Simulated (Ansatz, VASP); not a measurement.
## SiC in VASP and in Ansatz

```xyz
2
Lattice="0.0000 2.1740 2.1740 2.1740 0.0000 2.1740 2.1740 2.1740 0.0000" Properties=species:S:1:pos:R:3 pbc="T T T"
Si    0.0000    0.0000    0.0000
C     3.2610    3.2610    3.2610
```

Alike in both runs: task single point; functional r2SCAN; k mesh 12 × 12 × 12; occupations gaussian, width 0.05 eV; no spin polarisation.

|  | VASP | Ansatz |
| --- | --- | --- |
| version | VASP 6.6.1 | Ansatz 0.2.0 |
| potentials or method | VASP PAW PBE potentials, release 64 (Si, C) | scalar-relativistic, plane waves, PAW |
| plane-wave cutoff (eV) | 520 | 500 |
| valence electrons in the cell | 8 | 8 |

|  | VASP | Ansatz | Ansatz less VASP |
| --- | --- | --- | --- |
| gap on the k mesh at the Fermi level (eV) | 1.72 | 1.71 | -0.011 |
| least direct gap on the mesh (eV) | 5.07 | 5.05 | -0.013 |
| pressure (GPa) | 1.1 | 1.3 | +0.18 |

Caveats: the PAW data sets were made with another functional, which shifts forces and pressure a little (VASP). r2SCAN opens gaps a little over a GGA but as a rule still falls short of measured ones. A k mesh can miss the band edges.
